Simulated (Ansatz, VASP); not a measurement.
## BP in two plane-wave programs

Aim: how closely do two programs agree when they are given the same cell, functional and k mesh? The cell is taken from a series of VASP runs on this material, whose earlier steps may have relaxed, scaled or displaced it; both programs get it as it stands.

Main program and level: Ansatz 0.2.0; plane waves, with VASP 6.6.1 beside it; zone-centre phonons at r2SCAN.

### 1. Starting point

It takes space group F-43m (No. 216, cubic). Conventional cell: a = 4.533 Å, b = 4.533 Å, c = 4.533 Å, α = 90.00°, β = 90.00°, γ = 90.00°. Nearest to B lie 4 P at 1.96 Å. Nearest to P lie 4 B at 1.96 Å. Farther neighbours are not listed.

As a file:

```cif
data_structure
_symmetry_space_group_name_H-M 'P 1'
_symmetry_Int_Tables_number 1
_cell_length_a 3.2052
_cell_length_b 3.2052
_cell_length_c 3.2052
_cell_angle_alpha 60.000
_cell_angle_beta 60.000
_cell_angle_gamma 60.000
_cell_volume 23.28
loop_
_atom_site_label
_atom_site_type_symbol
_atom_site_fract_x
_atom_site_fract_y
_atom_site_fract_z
_atom_site_occupancy
B1 B 0.00000 0.00000 0.00000 1
P2 P 0.25000 0.25000 0.25000 1
```

### 2. VASP: zone-centre phonons, r2SCAN

Second derivatives magnify differences that forces hide, and they need a tight electronic threshold.

Lines of VASP's logs that name or quote its potential files are left out, and so is its time.

Contents of INCAR:

```
SYSTEM = BP
PREC = Accurate
ENCUT = 420
EDIFF = 1E-08
NELM = 100
ISMEAR = 0
SIGMA = 0.05
LREAL = .FALSE.
ALGO = Normal
METAGGA = R2SCAN
LASPH = .TRUE.
NBANDS = 10
LORBIT = 11
LWAVE = .FALSE.
LCHARG = .FALSE.
KPAR = 2
IBRION = 6
NFREE = 2
POTIM = 0.015
ISIF = 2
NSW = 1
```

Contents of POSCAR:

```
BP
1.0
    0.0000000000      2.2664321597      2.2664321597
    2.2664321597      0.0000000000      2.2664321597
    2.2664321597      2.2664321597      0.0000000000
B P
1 1
Direct
    0.0000000000      0.0000000000      0.0000000000
    0.2500000000      0.2500000000      0.2500000000
```

Contents of KPOINTS:

```
Automatic mesh
0
Gamma
7 7 7
0 0 0
```

Potentials, in the order of the species: B and P (PBE family, release 64).

Run with:

```sh
$ mpirun -np 2 vasp_std
```

Numbers of over 12 decimals in the logs are rounded to 6 here.

Log:

```text
[banner, memory and clock lines left out]
running    2 mpi-ranks, on    1 nodes
 distrk:  each k-point on    1 cores,    2 groups
 distr:  one band on    1 cores,    1 groups

 POSCAR found type information on POSCAR B P
 POSCAR found :  2 types and       2 ions
|                                                                             |
|               ----> ADVICE to this user running VASP <----                  |
|                                                                             |
|     You enforced a specific xc type in the INCAR file but a different       |
|     [... a line on the potential file left out ...]
|     I HOPE YOU KNOW WHAT YOU ARE DOING!                                     |
|                                                                             |

 LDA part: xc-table for (None), standard interpolation
 POSCAR, INCAR and KPOINTS ok, starting setup
 FFT: planning ... GRIDC
 FFT: planning ... GRID_SOFT
 FFT: planning ... GRID
 WAVECAR not read
 entering main loop
       N       E                     dE             d eps       ncg     rms          rms(c)
DAV:   1     0.267187912807E+01    0.26719E+01   -0.37043E+03   400   0.636E+02
DAV:   2    -0.186387947302E+02   -0.21311E+02   -0.20549E+02   612   0.107E+02
DAV:   3    -0.191720905294E+02   -0.53330E+00   -0.53249E+00   486   0.151E+01
DAV:   4    -0.191740476004E+02   -0.19571E-02   -0.19566E-02   508   0.104E+00
DAV:   5    -0.191740553998E+02   -0.77995E-05   -0.77995E-05   454   0.599E-02    0.796E+00
DAV:   6    -0.173554125520E+02    0.18186E+01   -0.10877E+00   496   0.580E+00    0.481E+00
DAV:   7    -0.173071265417E+02    0.48286E-01   -0.22256E-01   494   0.267E+00    0.142E+00
DAV:   8    -0.173040547068E+02    0.30718E-02   -0.18060E-02   508   0.101E+00    0.175E-01
DAV:   9    -0.173043562367E+02   -0.30153E-03   -0.62493E-04   472   0.200E-01    0.717E-02
DAV:  10    -0.173044283898E+02   -0.72153E-04   -0.76408E-05   478   0.730E-02    0.221E-02
DAV:  11    -0.173044288362E+02   -0.44639E-06   -0.40886E-06   534   0.148E-02    0.152E-02
DAV:  12    -0.173044298134E+02   -0.97718E-06   -0.32587E-07   462   0.422E-03    0.149E-03
DAV:  13    -0.173044298417E+02   -0.28269E-07   -0.73884E-08   488   0.137E-03    0.129E-03
DAV:  14    -0.173044298210E+02    0.20695E-07   -0.31105E-09   228   0.386E-04    0.129E-04
DAV:  15    -0.173044298063E+02    0.14719E-07   -0.23469E-10   216   0.118E-04    0.182E-04
DAV:  16    -0.173044298118E+02   -0.55852E-08   -0.29615E-11   210   0.431E-05
   1 F= -.17304430E+02 E0= -.17304430E+02  d E =-.106448E-16
[...]
2 F= -.17302198E+02 E0= -.17302198E+02  d E =-.124982E-16
[...]
3 F= -.17302198E+02 E0= -.17302198E+02  d E =-.124906E-16
[...]
4 F= -.17302198E+02 E0= -.17302198E+02  d E =-.124882E-16
 Finite differences progress:
  Degree of freedom:   2/  2
  Displacement:        1/  2
  Total:               3/  4
 bond charge predicted
       N       E                     dE             d eps       ncg     rms          rms(c)
DAV:   1    -0.172994043577E+02    0.27932E-02   -0.30162E-01  1280   0.314E+00    0.228E-01
DAV:   2    -0.173019612642E+02   -0.25569E-02   -0.13229E-02  1474   0.874E-01    0.129E-01
DAV:   3    -0.173021733827E+02   -0.21212E-03   -0.21905E-04  1536   0.129E-01    0.331E-02
DAV:   4    -0.173021974398E+02   -0.24057E-04   -0.32677E-05  1462   0.479E-02    0.688E-03
DAV:   5    -0.173021974954E+02   -0.55661E-07   -0.21703E-06  1536   0.107E-02    0.263E-03
DAV:   6    -0.173021974980E+02   -0.25286E-08   -0.40622E-07  1642   0.452E-03    0.869E-04
DAV:   7    -0.173021975168E+02   -0.18859E-07   -0.38855E-08  1392   0.157E-03    0.620E-04
DAV:   8    -0.173021975159E+02    0.93632E-09   -0.77915E-10   708   0.231E-04
   5 F= -.17302198E+02 E0= -.17302198E+02  d E =-.125143E-16
 Finite differences progress:
  Degree of freedom:   2/  2
  Displacement:        2/  2
  Total:               4/  4
```

From OUTCAR (step 2):

```text
ion  position               nearest neighbor table
   1  0.000  0.000  0.000-   2 1.96   2 1.96   2 1.96   2 1.96
   2  0.250  0.250  0.250-   1 1.96   1 1.96   1 1.96   1 1.96

  LATTYP: Found a face centered cubic cell.
 ALAT       =     4.5328643194

 Subroutine GETGRP returns: Found 24 space group operations
 (whereof 24 operations were pure point group operations)

The static configuration has the point symmetry T_d .

 Found     20 irreducible k-points:

   k-points           NKPTS =     20   k-points in BZ     NKDIM =     20   number of bands    NBANDS=     10

   dimension x,y,z NGX =    24 NGY =   24 NGZ =   24
   dimension x,y,z NGXF=    48 NGYF=   48 NGZF=   48

   ENCUT  =  420.0 eV  30.87 Ry    5.56 a.u.   5.36  5.36  5.36*2*pi/ulx,y,z

   NELECT =       8.0000    total number of electrons

 k-points in reciprocal lattice and weights: Automatic mesh
   0.00000000  0.00000000  0.00000000       0.003
   0.14285714  0.00000000  0.00000000       0.023
   0.28571429  0.00000000  0.00000000       0.023
   0.42857143  0.00000000  0.00000000       0.023
   0.14285714  0.14285714  0.00000000       0.017
   0.28571429  0.14285714  0.00000000       0.070
   0.42857143  0.14285714  0.00000000       0.070
  -0.42857143  0.14285714  0.00000000       0.070
  -0.28571429  0.14285714  0.00000000       0.070
[...]
-0.42857143  0.42857143  0.14285714       0.070
  -0.28571429  0.42857143  0.14285714       0.070

 average (electrostatic) potential at core
       1 -26.0242       2 -84.2735

 E-fermi :   7.8275

 k-point     1 :       0.0000    0.0000    0.0000
  band No.  band energies     occupation
      1      -8.8599      2.00000
      2       7.3082      2.00000
      3       7.4332      2.00000
      4       7.5559      2.00000
      5      10.9940      0.00000
      6      11.0745      0.00000
      7      11.1580      0.00000
      8      15.4966      0.00000
      9      19.8601      0.00000
    ...

 k-point     2 :       0.1429    0.0000    0.0000
  band No.  band energies     occupation
      1      -8.4733      2.00000
      2       4.9933      2.00000
      3       6.8297      2.00000
      4       6.9696      2.00000
      5      11.7513      0.00000
      6      11.7912      0.00000
      7      11.9136      0.00000
      8      16.5302      0.00000
      9      19.0273      0.00000
    ...

 k-point     3 :       0.2857    0.0000    0.0000
  band No.  band energies     occupation
      1      -7.3495      2.00000
      2       1.4142      2.00000
      3       6.0217      2.00000
      4       6.1501      2.00000
      5      11.7730      0.00000
      6      12.5528      0.00000
      7      12.7048      0.00000
      8      18.1552      0.00000
      9      19.2174      0.00000
    ...

  Total        0.0017268      0.0055038      0.0055038      0.0000000      0.1027104      0.0000000
  in kB        0.1188225      0.3787186      0.3787186      0.0000000      7.0675196      0.0000000
  external PRESSURE =       0.2920866 kB  Pullay stress =       0.0000000 kB

  energy-cutoff  :      420.00
  volume of cell :       23.28
      direct lattice vectors                 reciprocal lattice vectors
     0.000000000  2.266432160  2.266432160    -0.220611059  0.220611059  0.220611059
     2.266432160  0.000000000  2.266432160     0.220611059 -0.220611059  0.220611059
     2.266432160  2.266432160  0.000000000     0.220611059  0.220611059 -0.220611059

 POSITION                                       TOTAL-FORCE (eV/Angst)
 -----------------------------------------------------------------------------------
      0.00000      0.00000      0.00000        -0.297586      0.000000      0.000000
      1.11822      1.13322      1.13322         0.297586      0.000000      0.000000
 -----------------------------------------------------------------------------------
    total drift:                                0.000032      0.000000      0.000000

  FREE ENERGIE OF THE ION-ELECTRON SYSTEM (eV)
  ---------------------------------------------------
  free  energy   TOTEN  =       -17.3021975159 eV

  energy  without entropy=      -17.3021975159  energy(sigma->0) =      -17.30219752

 Eigenvectors and eigenvalues of the dynamical matrix
 ----------------------------------------------------

   1 f  =   24.597776 THz   154.552388 2PiTHz  820.493506 cm-1   101.728184 meV
             X         Y         Z           dx          dy          dz
      0.000000  0.000000  0.000000    -0.860978    0.000000    0.000000
      1.133216  1.133216  1.133216     0.508641    0.000000    0.000000

   2 f  =   24.597776 THz   154.552388 2PiTHz  820.493506 cm-1   101.728184 meV
             X         Y         Z           dx          dy          dz
      0.000000  0.000000  0.000000     0.000000    0.860978    0.000000
      1.133216  1.133216  1.133216     0.000000   -0.508641    0.000000

   3 f  =   24.597776 THz   154.552388 2PiTHz  820.493506 cm-1   101.728184 meV
             X         Y         Z           dx          dy          dz
      0.000000  0.000000  0.000000     0.000000    0.000000    0.860978
      1.133216  1.133216  1.133216     0.000000    0.000000   -0.508641

   4 f/i=    0.000367 THz     0.002306 2PiTHz    0.012242 cm-1     0.001518 meV
             X         Y         Z           dx          dy          dz
      0.000000  0.000000  0.000000    -0.508641    0.000000    0.000000
      1.133216  1.133216  1.133216    -0.860978    0.000000    0.000000

   5 f/i=    0.000367 THz     0.002306 2PiTHz    0.012242 cm-1     0.001518 meV
             X         Y         Z           dx          dy          dz
      0.000000  0.000000  0.000000     0.000000    0.000000   -0.508641
      1.133216  1.133216  1.133216     0.000000    0.000000   -0.860978

   6 f/i=    0.000367 THz     0.002306 2PiTHz    0.012242 cm-1     0.001518 meV
             X         Y         Z           dx          dy          dz
      0.000000  0.000000  0.000000     0.000000   -0.508641    0.000000
      1.133216  1.133216  1.133216     0.000000   -0.860978    0.000000

 ELASTIC MODULI CONTR FROM IONIC RELAXATION (kBar)
 Direction    XX          YY          ZZ          XY          YZ          ZX
 --------------------------------------------------------------------------------
 XX          -0.0000     -0.0000     -0.0000     -0.0000     -0.0000     -0.0000
 YY          -0.0000     -0.0000     -0.0000     -0.0000     -0.0000      0.0000
 ZZ          -0.0000     -0.0000     -0.0000     -0.0000     -0.0000     -0.0000
 XY          -0.0000     -0.0000     -0.0000   -162.7749     -0.0000      0.0000
 YZ          -0.0000     -0.0000     -0.0000     -0.0000   -162.7749      0.0000
 ZX          -0.0000      0.0000     -0.0000      0.0000      0.0000   -162.7749
 --------------------------------------------------------------------------------

 total charge
# of ion       s       p       d       tot
------------------------------------------
    1        0.680   1.273   0.000   1.953
    2        0.985   1.591   0.000   2.576
--------------------------------------------------
tot          1.665   2.864   0.000   4.529

[... 3 further parts left out ...]
```

CONTCAR:

```
BP
   1.00000000000000
     0.0000000000000000    2.2664321596999999    2.2664321596999999
     2.2664321596999999    0.0000000000000000    2.2664321596999999
     2.2664321596999999    2.2664321596999999    0.0000000000000000
  B               P
     1     1
Direct
     0.0000000000000000    0.0000000000000000    0.0000000000000000
     0.2533091658922598    0.2466908341077402    0.2466908341077402
```

### 3. Ansatz: zone-centre phonons, r2SCAN

Ansatz runs on its default PAW (the set named soft_2) files.

The same cell, functional, mesh and smearing now go to Ansatz, which takes its cutoff from its data sets.

Contents of input.yaml:

```yaml
crystal:
  lattice:
    - [0.0, 2.2664321597, 2.2664321597]
    - [2.2664321597, 0.0, 2.2664321597]
    - [2.2664321597, 2.2664321597, 0.0]
  atoms:
    - { symbol: B, position: [0.0, 0.0, 0.0] }
    - { symbol: P, position: [0.25, 0.25, 0.25] }
hamiltonian:
  xc: r2scan
  pseudopotentials: { kind: paw }
kpoints:
  mp_grid: { grid: [7, 7, 7] }
scf:
  occupations: { method: gaussian, width: 0.05 }
phonons:
  method: dfpt
  qpoints: [[0, 0, 0]]
```

Run with:

```sh
$ ansatz run input.yaml --threads 4 --pin off --max-ram 9216MiB --backend cpu --events-out ev --progress --plain --runs-dir out
```

Log:

```text
Engine: ansatz 0.2.0, aarch64-unknown-linux-gnu
Pseudopotentials: kind: paw
Pseudopotential: B, paw, valence charge 3, recommended cutoff 500 eV (meta_gga), B.paw.azcp
Pseudopotential: P, paw, valence charge 5, recommended cutoff 500 eV (meta_gga), P.paw.azcp
Functional definition: r2SCAN
  parameter k0 = 0.174
  parameter k1 = 0.065
  parameter a1 = 4.9479
  exchange = r2scan_x(k0 = k0, k1 = k1, a1 = a1)
  correlation = r2scan_c
Crystal: 2 atoms, lattice volume = 23.284 Å³
Basis set: ecut = 500 eV, 609 PW (Γ), exchange–correlation on 120×120×120 points (125 copies of the dense FFT grid, shifted against one another)
Bands: 8, of which v1, the nominal top of the filled ones, is band 4 counted from 1 (3 counted from 0)
Symmetry: 24 space group operations
k-points: 64 of 343 (irreducible under 4 space group operations, time reversal used)
Non-local potential: B, projectors of the file, l = 0: 2, l = 1: 2, l = 2: 1
Non-local potential: P, projectors of the file, l = 0: 2, l = 1: 2, l = 2: 2
PAW form: soft (Blöchl's): semilocal exchange-correlation on the pseudo side does not see the compensation charge
PAW frozen core: B, regenerated for the run's functional (the file was generated under x = pbe(κ = 0.804, μ = 0.219515), c = pbe(β = 0.066725))
PAW frozen core: P, regenerated for the run's functional (the file was generated under x = pbe(κ = 0.804, μ = 0.219515), c = pbe(β = 0.066725))
PAW one-centre angular grid: B, 302 points (default); XC on 160 Gauss nodes
PAW one-centre angular grid: P, 302 points (default); XC on 160 Gauss nodes
Initial density: superposition of atomic densities (neutral atoms: chi_scale 0, normalization atom), corrected by the library's trained network
Initial wavefunctions: pseudopotential atomic-orbital guess
Functional: x = r2scan, c = r2scan; τ floored in thin density (d = 2e-4 eV/Å³)
SCF iter   1: F=—  HF=-916.645005 eV  |F-HF|=—  |Δ(HF+E_count)|=         —  Δρ=4.40e-3  dr2=2.21e-3  dr2_τ=1.33e-1  ethr=1.77e-3  ⟨swp⟩=6.1  Hψ=4855  notcnv=0
preconditioner: auto → none  [insulator: Δε(μ)=1.365 eV  Ē_g=13.627 eV  σ=0.050 eV  W_gap=1.00  n_scr=0 (ndim 8)  ℏωp=21.8 eV  f_vac=0.000  D(μ)=0.00/eV (n_scr^D=0)  ε∞_Penn≈3.6]
SCF iter   2: F=—  HF=-916.681296 eV  |F-HF|=—  |Δ(HF+E_count)|=   3.63e-2  Δρ=2.96e-3  dr2=9.43e-4  dr2_τ=3.87e-5  ethr=2.76e-5  ⟨swp⟩=2.2  Hψ=1568  notcnv=0
SCF iter   3: F=—  HF=-916.681450 eV  |F-HF|=—  |Δ(HF+E_count)|=   1.54e-4  Δρ=1.01e-3  dr2=2.53e-4  dr2_τ=1.76e-5  ethr=1.18e-5  ⟨swp⟩=2.2  Hψ=783  notcnv=0
SCF iter   4: F=—  HF=-916.681392 eV  |F-HF|=—  |Δ(HF+E_count)|=   5.82e-5  Δρ=3.10e-4  dr2=1.20e-5  dr2_τ=7.74e-7  ethr=3.16e-6  ⟨swp⟩=2.2  Hψ=756  notcnv=0
SCF iter   5: F=—  HF=-916.681393 eV  |F-HF|=—  |Δ(HF+E_count)|=   1.24e-6  Δρ=5.00e-5  dr2=2.55e-7  dr2_τ=2.89e-8  ethr=1.50e-7  ⟨swp⟩=2.0  Hψ=757  notcnv=0
SCF iter   6: F=—  HF=-916.681393 eV  |F-HF|=—  |Δ(HF+E_count)|=   1.20e-7  Δρ=8.35e-6  dr2=6.97e-9  dr2_τ=5.64e-10  ethr=3.19e-9  ⟨swp⟩=2.0  Hψ=764  notcnv=0
SCF iter   7: F=—  HF=-916.681393 eV  |F-HF|=—  |Δ(HF+E_count)|=   6.53e-9  Δρ=3.22e-6  dr2=1.12e-9  dr2_τ=4.39e-11  ethr=8.71e-11  ⟨swp⟩=2.0  Hψ=769  notcnv=0
SCF iter   8: F=—  HF=-916.681393 eV  |F-HF|=—  |Δ(HF+E_count)|=  6.69e-10  Δρ=6.04e-7  dr2=4.20e-11  dr2_τ=1.35e-12  ethr=1.41e-11  ⟨swp⟩=2.1  Hψ=773  notcnv=0
SCF iter   9: F=-916.681393 eV  HF=-916.681393 eV  |F-HF|=1.14e-13  |Δ(HF+E_count)|=  1.75e-11  Δρ=7.14e-8  dr2=6.12e-13  dr2_τ=1.97e-14  ethr=1.00e-12  ⟨swp⟩=7.3  Hψ=2976  notcnv=0
SCF 1 converged in 9 iterations: F = -916.681393 eV  dr2 = 6.12e-13
  greatest PAW one-centre occupation: 0.773 electrons in one spin orbital (limit 2), on the P atom at site 1 (counted from 0), in its partial waves of l = 0
DFPT response loops at Γ: preconditioner auto → none (the input reference at scf.mixing.eps_inf says where Resta's filter doesn't serve); β = 0.50; Broyden in place of MSR1
SCF converged after 9 iterations
Free energy (F): -916.681393 eV
Harris-Foulkes:  -916.681393 eV  (|F-HF|=1.14e-13)
Internal energy: -916.681393 eV  (E = F + TS)
E sigma→0 (E₀):  -916.681393 eV
Fermi energy:    9.987637 eV
--- Per-component energies (eV) ---
  E_band       = 19.363593
  E_kinetic    = 121.650889
  E_local      = -66.611823  (includes V_loc(G=0)·N_el)
  E_nonlocal   = 44.170227
  E_hartree    = 17.022642
  E_xc         = -91.148776
  E_vxc        = -108.200428  (∫ρ·V_xc dr)
  E_paw        = -655.840290  (= ΣΔE_a)
  E_vpaw       = -10.626401  (= ΣTr[D̂ρ^β])
  E_aug_tail   = -0.000001  (compensation charges beyond the density's cutoff)
  E_vtau       = 4.935846  (kinetic-family band-sum trace: ∫τ·v_τ [+ j·A + Jᵃ·Aᵃ] dr)
  E_ewald      = -285.814976
  E_core_change = -0.109284  (= ΣΔE_core)
  E_smearing   = -0.000000  (= −TS)
  E_closure    = 0.000000  (closes the sum)
  Σ components = -916.681393   (vs F -916.681393, Δ=0.00e0)
--- Band table (eV; the first three rows and the last of 64) ---
  k-point 0: bands = ["-7.0255", "9.2831", "9.2831", "9.2831", "12.8877", "12.8877", "12.8877", "17.3177"]
  k-point 1: bands = ["-6.6392", "6.8821", "8.7189", "8.7189", "13.5636", "13.6647", "13.6647", "18.3555"]
  k-point 2: bands = ["-5.5171", "3.2828", "7.9144", "7.9144", "13.5827", "14.4194", "14.4194", "19.9782"]
  k-point 63: bands = ["-3.2701", "1.6709", "3.1288", "6.6876", "12.8836", "16.9957", "18.2360", "19.2996"]
--- Phonons (Γ-DFPT): 2 representative perturbations + reference, on 64 of 343 k-points (Σ response iterations 11) ---
  k mesh reduced under 4 symmetry operations, with k and −k counted as one. Each operation leaves every solved perturbation unchanged. A smaller set is not considered because the functional reads the kinetic-energy density
  ASR residual: 3.092e-4 → 0.000e0 eV/Å²; symmetrization residual: 9.086e-7 eV/Å²
  ASR residual per site (eV/Å²): 3.09e-4 1.80e-4
  Γ frequencies (cm⁻¹): 0.00 0.00 0.00 821.15 821.15 821.15
  non-analytic LO–TO correction: not included (Born effective charges unavailable; polar crystals: no LO–TO splitting at Γ)
--- Phonons (arbitrary-q DFPT): 1 explicit q-point ---
  q = [0, 0, 0] (of the zone-centre solve; hermiticity 9.15e-8, symmetrization 6.19e-16): -0.00 0.00 0.00 821.15 821.15 821.15
  sum rule: each row above includes the acoustic sum rule's correction from the zone centre's row sums; it moved no ω² by more than (2.79 cm⁻¹)²
```

It took 3.2 s on 4 threads of Arm Neoverse V2, shared host; peak memory 0.66 GiB; 11 s of CPU time.

In the SCF lines HF is the Harris–Foulkes energy and dr2 the Hartree energy of the density residual, in eV; the loop may stop once dr2 is under the threshold and the program's other checks hold. Hψ counts applications of the Hamiltonian.

### 4. Side by side

Known differences besides the potentials themselves: VASP keeps PBE cores, Ansatz makes them for the functional; the cutoff is 500 eV in Ansatz and 420 eV in VASP; VASP uses finite displacements, Ansatz perturbation theory. Total energies have different zeros and are not compared.

The two programs side by side:

| quantity | Ansatz | VASP | difference |
| --- | --- | --- | --- |
| optical mode 1 to 3 (cm⁻¹) | 821.1 | 820.5 | +0.08 % |

Modes are paired by rising frequency and degeneracy, not by their patterns, so a pair may still set unlike modes beside each other.

### 5. Results

| Property | Result |
| --- | --- |
| r.m.s. difference of the optical zone-centre modes, each program's sorted by frequency (zone-centre phonons, r2SCAN) | 0.66 cm⁻¹ |

What this shows: The r.m.s. difference of the optical zone-centre modes, each program's sorted by frequency is 0.66 cm⁻¹ (zone-centre phonons, r2SCAN). Such differences can come from data sets, numerical settings and the points named under the comparisons, not from the functional's error against experiment.

[Lines on the potential files, build, host, timing and source positions are cut from VASP's logs without a mark.]

[Logs are printed without paths, hosts, clocks, repeated set-up lines and the standing remarks that a program may print on its own settings, such as how far it seeks lower states.]

[Hosts, paths, dates, database ids (printed as entryN), source tags and the programs' standing remarks are cut or masked in the printed files.]
